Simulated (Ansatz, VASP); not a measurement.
# Ir in VASP and in Ansatz

INCAR

```
SYSTEM = Ir
ALGO = Normal ; EDIFF = 1E-6
ENCUT = 520 ; ISIF = 2
ISMEAR = 1 ; LASPH = .TRUE.
LCHARG = .FALSE. ; LREAL = .FALSE.
LWAVE = .FALSE. ; NBANDS = 16
NELM = 60 ; PREC = Accurate
SIGMA = 0.15
```

Contents of KPOINTS:

```
k-points
0
G
  8 8 5
  0 0 0
```

Contents of POSCAR:

```
Ir
1.0
    2.7513800000      0.0000000000      0.0000000000
   -1.3756900000      2.3827600000      0.0000000000
    0.0000000000      0.0000000000      4.4622900000
Ir
2
Direct
    0.6752900000      0.3420400000      0.7564964007
    0.3517200000      0.6776500000      0.2507600000
```

Input for Ansatz:

```yaml
crystal:
  lattice:
    - [2.75138, 0.0, 0.0]
    - [-1.37569, 2.38276, 0.0]
    - [0.0, 0.0, 4.46229]
  atoms:
    - { symbol: Ir, position: [0.67529, 0.34204, 0.756496400726981] }
    - { symbol: Ir, position: [0.35172, 0.67765, 0.25076] }
basis:
  ecutwfc: 540.0
  xc_grid: 2
kpoints:
  mp_grid:
    grid: [8, 8, 5]
hamiltonian:
  xc: lda
scf:
  convergence:
    dr2_threshold: 1.0e-09
  occupations:
    method: cold
    width: 0.15
output:
  forces: true
  stress: true
```

This isn't the form of Ir at room conditions, which is fcc.

Alike in both runs: task single point; functional LDA; k mesh 8 × 8 × 5; no spin polarisation.

|  | VASP | Ansatz |
| --- | --- | --- |
| version | VASP 6.6.1 | Ansatz 0.2.0 |
| potentials or method | VASP PAW LDA potentials, release 64 (Ir) | plane waves, PAW |
| plane-wave cutoff (eV) | 520 | 540 |
| occupations | methfessel-paxton of order 1, width 0.15 eV | cold, width 0.15 eV |
| valence electrons in the cell | 18 | 34 |

```csv
,VASP,Ansatz,Ansatz less VASP
pressure (GPa),-14.9,-17.0,-2.07
largest component of the traceless stress (GPa),1.02,1.11,+0.085
rms of the force components (eV/Å),0.190,0.173,-0.0162
```

Atom by atom the forces differ by 0.016 eV/Å (rms over components). The two sets of potentials don't hold the same shells in valence. Ansatz warned: «stress_scf_threshold_loose».

Spin-orbit coupling is left out, which matters for the levels of Ir.
